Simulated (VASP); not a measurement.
# TiS2 in VASP: relaxation of cell and atoms with PBEsol

Aim: the relaxation of cell and atoms of TiS2 with PBEsol.

Everything below comes from runs of VASP 6.6.1. Logs are shortened: lines on timing, memory, paths and dates and some standing lists are left out, and cuts for length are marked.

## Step 1: Starting point

The cell holds a sheet with vacuum, 3 atoms: a = 3.400 Å, b = 3.400 Å, c = 18.860 Å, α = 90.00°, β = 90.00°, γ = 120.00°.

The cell was built by a generator and needn't be a form met in nature.

## Step 2: Relaxation of cell and atoms, PBEsol

INCAR reads:

```
SYSTEM = TiS2
ALGO     = Fast           ! electronic algorithm
EDIFF    = 1E-6           ! SCF threshold, eV
EDIFFG   = -0.005         ! ionic threshold
ENCUT    = 600            ! plane-wave cutoff, eV
GGA      = PS             ! functional
IBRION   = 2              ! ionic algorithm
ISIF     = 3              ! what is computed and relaxed
ISMEAR   = 0              ! smearing method
KPAR     = 2            
LASPH    = .True.         ! aspherical terms in the spheres
LATTICE_CONSTRAINTS= .TRUE. .TRUE. .FALSE.
LCHARG   = .False.        ! write CHGCAR
LREAL    = .False.        ! projectors in reciprocal space
LWAVE    = .False.        ! write WAVECAR
NELM     = 120            ! most SCF steps
NSW      = 60             ! ionic steps
PREC     = Accurate       ! precision mode
SIGMA    = 0.08           ! smearing width, eV
```

KPOINTS reads:

```
k-points
0
Gamma
  12 12 1
  0 0 0
```

POSCAR reads:

```
TiS2
1.0
    3.4000000000      0.0000000000      0.0000000000
   -1.7000000000      2.9444863700      0.0000000000
    0.0000000000      0.0000000000     18.8600000000
S Ti
2 1
Direct
    0.3333330000      0.6666670000      0.4241781500
    0.6666670000      0.3333330000      0.5758218500
    0.0000000000      0.0000000000      0.5000000000
```

Potentials or basis: VASP PAW PBE potentials, release 64 (S, Ti_sv).

Run with:

```bash
cat potpaw_PBE.64/S/POTCAR potpaw_PBE.64/Ti_sv/POTCAR > POTCAR
mpirun -np 2 vasp_std > vasp.out
```

OUTCAR:

```text
SYSTEM = TiS2
   EDIFF = 1E-6
   EDIFFG = -0.005
   ENCUT = 600
   GGA = PS
   IBRION = 2
   ISIF = 3
   ISMEAR = 0
   LASPH = .True.
   LREAL = .False.
   NELM = 120
   NSW = 60
   PREC = Accurate

 ion  position               nearest neighbor table
   1  0.333  0.667  0.424-   3 2.43   3 2.43   3 2.43
   2  0.667  0.333  0.576-   3 2.43   3 2.43   3 2.43
   3  0.000  0.000  0.500-   1 2.43   2 2.43   1 2.43   2 2.43   2 2.43   1 2.43

  LATTYP: Found a hexagonal cell.
 ALAT       =     3.4000000000
 C/A-ratio  =     5.5470588235

  Lattice vectors:

 A1 = (   3.4000000000,   0.0000000000,   0.0000000000)
 A2 = (  -1.7000000000,   2.9444863700,   0.0000000000)
 A3 = (   0.0000000000,   0.0000000000,  18.8600000000)

Analysis of symmetry for initial positions (statically):
=====================================================================
 Subroutine PRICEL returns:
 Original cell was already a primitive cell.

 Routine SETGRP: Setting up the symmetry group for a
 hexagonal supercell.

 Subroutine GETGRP returns: Found 12 space group operations
 (whereof 12 operations were pure point group operations)
 out of a pool of 24 trial point group operations.

The static configuration has the point symmetry D_3d.

Analysis of symmetry for dynamics (positions and initial velocities):
=====================================================================
 Subroutine PRICEL returns:
 Original cell was already a primitive cell.

 Routine SETGRP: Setting up the symmetry group for a
 hexagonal supercell.

 Subroutine GETGRP returns: Found 12 space group operations
 (whereof 12 operations were pure point group operations)
 out of a pool of 24 trial point group operations.

The dynamic configuration has the point symmetry D_3d.

 Subroutine INISYM returns: Found 12 space group operations
 (whereof 12 operations are pure point group operations),
 and found     1 'primitive' translations

----------------------------------------------------------------------------------------

                                     Primitive cell

  volume of cell :     188.8122

  direct lattice vectors                    reciprocal lattice vectors
     3.400000000  0.000000000  0.000000000     0.294117647  0.169808903  0.000000000
    -1.700000000  2.944486370  0.000000000     0.000000000  0.339617806  0.000000000
     0.000000000  0.000000000 18.860000000     0.000000000  0.000000000  0.053022269

  length of vectors
     3.400000000  3.399999998 18.860000000     0.339617805  0.339617806  0.053022269

[... 70 lines left out ...]
   ISPIN  =      1    spin polarized calculation?
   LNONCOLLINEAR =      F non collinear calculations
   LSORBIT =      F    spin-orbit coupling
   LASPH  =      T    aspherical Exc in radial PAW
   ENCUT  =  600.0 eV  44.10 Ry    6.64 a.u.   6.79  6.79 37.67*2*pi/ulx,y,z
   NELM   =    120;   NELMIN=  2; NELMDL= -5     # of ELM steps
   EDIFF  = 0.1E-05   stopping-criterion for ELM
   LREAL  =      F    real-space projection
   EDIFFG = -.5E-02   stopping-criterion for IOM
   NSW    =     60    number of steps for IOM
   IBRION =      2    ionic relax: 0-MD 1-quasi-New 2-CG
   NFREE  =      1    steps in history (QN), initial steepest desc. (CG)
   ISIF   =      3    stress and relaxation
   ISYM   =      2    0-nonsym 1-usesym 2-fastsym
   POTIM  = 0.5000    time-step for ionic-motion
   TEBEG  =    0.0;   TEEND  =   0.0 temperature during run
   PSTRESS=    0.0 pullay stress
   NELECT =      24.0000    total number of electrons
   NUPDOWN=      -1.0000    fix difference up-down
   EMIN   =  10.00;   EMAX   =-10.00  energy-range for DOS
   EFERMI =   0.00;   METHOD = LEGACY
   ISMEAR =     0;   SIGMA  =   0.08  broadening in eV -4-tet -1-fermi 0-gaus
   EFERMI_NEDOS =   21; number of points for ismear=-14 and -15
   IALGO  =     68    algorithm
   IMIX   =      4    mixing-type and parameters
     AMIX     =   0.40;   BMIX     =  1.00
     AMIX_MAG =   1.60;   BMIX_MAG =  1.00
  volume/ion in A,a.u.               =      62.94       424.72
  Fermi-wavevector in a.u.,A,eV,Ry     =   0.823130  1.555490  9.218536  0.677543
  Thomas-Fermi vector in A             =   1.934587
   LORBIT       =      0    0 simple, 1 ext, 2 COOP (PROOUT), +10 PAW based schemes
   GGA     = PS    functional components
   LHFCALC =     F    Hartree Fock is set to
   AEXX    =    0.0000 exact exchange contribution
   IVDW    =     0    specifies the selected vdW correction
   LEPSILON=     F    determine dielectric tensor
   LRPA    =     F    only Hartree local field effects (RPA)
 conjugate gradient relaxation of ions
 non-spin polarized calculation
 RMM-DIIS sequential band-by-band and
 Gauss-broadening in eV      SIGMA  =   0.08
  energy-cutoff  :      600.00
  volume of cell :      188.81
 maximum number of plane-waves:      6345
 NGX is ok and might be reduce to    28
   NGX = 13   NGY = 13   NGZ = 75

--------------------------------------- Ionic step        1  -------------------------------------------

 number of electron      23.9999997 magnetization

 Free energy of the ion-electron system (eV)
  ---------------------------------------------------
  ext. energy  EPLUGINS =         0.00000000
  ---------------------------------------------------
  free energy    TOTEN  =       -21.05563325 eV

  energy without entropy =      -21.05351861  energy(sigma->0) =      -21.05457593

------------------------ aborting loop because EDIFF is reached ----------------------------------------

  FORCE on cell =-STRESS in cart. coord.  units (eV):
  Direction    XX          YY          ZZ          XY          YZ          ZX
  --------------------------------------------------------------------------------------
  -------------------------------------------------------------------------------------
  Total       -1.2731967     -1.2731967     -0.9201803      0.0000000      0.0000000     -0.0000000
  in kB      -10.8037850    -10.8037850     -7.8082436      0.0000000      0.0000000     -0.0000000
  external PRESSURE =      -9.8052712 kB  Pullay stress =       0.0000000 kB
[... 246 lines left out ...]
--------------------------------------- Ionic step        8  -------------------------------------------

 number of electron      23.9999997 magnetization

 Free energy of the ion-electron system (eV)
  ---------------------------------------------------
  ext. energy  EPLUGINS =         0.00000000
  ---------------------------------------------------
  free energy    TOTEN  =       -21.07587478 eV

  energy without entropy =      -21.07393719  energy(sigma->0) =      -21.07490598

 E-fermi :  -2.2924     XC(G=0):  -3.6522

 val. band max:       -2.5711584485   @ k =   0.0833   0.0000   0.0000
 cond. band min:      -2.2778376197   @ k =   0.5000  -0.0000   0.0000
 fundamental gap:      0.2933208287
 Fermi energy:        -2.2923798246

 k-point     1 :       0.0000    0.0000    0.0000
  band No.  band energies     occupation
      1     -59.5924      2.00000
      2     -35.9419      2.00000
      3     -35.8757      2.00000
      4     -35.8757      2.00000
      5     -15.9624      2.00000
      6     -14.7044      2.00000
[... 380 lines left out ...]
  FREE ENERGIE OF THE ION-ELECTRON SYSTEM (eV)
  ---------------------------------------------------
  free  energy   TOTEN  =       -21.0758747821 eV

  energy  without entropy=      -21.0739371872  energy(sigma->0) =      -21.07490598

 reached required accuracy - stopping structural energy minimisation
```

OSZICAR:

```text
N       E                     dE             d eps       ncg     rms          rms(c)
DAV:   1     0.191805888947E+03    0.19181E+03   -0.12221E+04   728   0.137E+03
DAV:   2     0.381332955855E+01   -0.18799E+03   -0.18507E+03   752   0.303E+02
DAV:   3    -0.234828861748E+02   -0.27296E+02   -0.26716E+02  1080   0.105E+02
DAV:   4    -0.247596960022E+02   -0.12768E+01   -0.12760E+01   832   0.227E+01
[... 119 lines left out ...]
DAV:   1    -0.210758916866E+02   -0.21600E-04   -0.11962E-03   800   0.431E-01    0.431E-02
RMM:   2    -0.210758780008E+02    0.13686E-04   -0.10745E-04   724   0.123E-01    0.153E-02
RMM:   3    -0.210758739876E+02    0.40132E-05   -0.27166E-05   741   0.509E-02    0.115E-02
RMM:   4    -0.210758740519E+02   -0.64274E-07   -0.20614E-05   769   0.435E-02    0.705E-03
RMM:   5    -0.210758747821E+02   -0.73024E-06   -0.71400E-06   624   0.188E-02
   8 F= -.21075875E+02 E0= -.21074906E+02  d E =-.820758E-05
```

CONTCAR:

```text
TiS2
   1.00000000000000
     3.3519414224784483   -0.0000000000000000    0.0000000000000000
    -1.6759707112392241    2.9028664211181536    0.0000000000000000
     0.0000000000000000    0.0000000000000000   18.8599999999999994
  S               Ti
     2     1
Direct
     0.3333330000000032    0.6666669999999968    0.4244931096392480
     0.6666669999999968    0.3333330000000032    0.5755068903607519
     1.0000000000000000    1.0000000000000000    0.5000000000000000

  0.00000000E+00  0.00000000E+00  0.00000000E+00
  0.00000000E+00  0.00000000E+00  0.00000000E+00
  0.00000000E+00  0.00000000E+00  0.00000000E+00
```

It took 4.1 min on 2 MPI ranks of AMD EPYC 9R45 (Zen 5), shared host; peak memory 0.39 GiB.

Results:

| Item | Value |
| --- | --- |
| Free energy | -21.0759 eV |
| Relaxed volume | 61.17 Å³/atom |
| Relaxed cell | a = 3.352 Å, b = 3.352 Å, c = 18.860 Å, α = 90.00°, β = 90.00°, γ = 120.00° |
| Space group after relaxing (to 0.05 Å) | P-3m1 (No. 164) |
| Energy gained by relaxing | 6.7 meV/atom |
| Ionic steps | 8 |
| Band gap on the k mesh | none (metal or under the smearing width) |

The path:
| step | energy change (eV) | largest force (eV/Å) | pressure (GPa) | volume (Å³) |
| --- | --- | --- | --- | --- |
| 1 | 0.0000 | 0.3158 | -0.98 | 188.81 |
| 2 | -0.0133 | 0.2392 | 0.63 | 181.16 |
| 3 | -0.0201 | 0.0286 | -0.01 | 183.91 |
| 4 | -0.0201 | 0.0367 | 0.03 | 183.81 |
| 5 | -0.0202 | 0.0260 | 0.02 | 183.67 |
| 6 | -0.0202 | 0.0067 | 0.01 | 183.42 |
| 7 | -0.0202 | 0.0089 | -0.01 | 183.59 |
| 8 | -0.0202 | 0.0007 | -0.01 | 183.51 |

Final structure:
```
CELL_PARAMETERS angstrom
3.35194 0.00000 0.00000
-1.67597 2.90287 0.00000
0.00000 0.00000 18.86000
ATOMIC_POSITIONS crystal
S 0.33333 0.66667 0.42449
S 0.66667 0.33333 0.57551
Ti 0.00000 0.00000 0.50000
```

Caveat: the PAW data sets were made with another functional, which shifts forces and pressure a little.
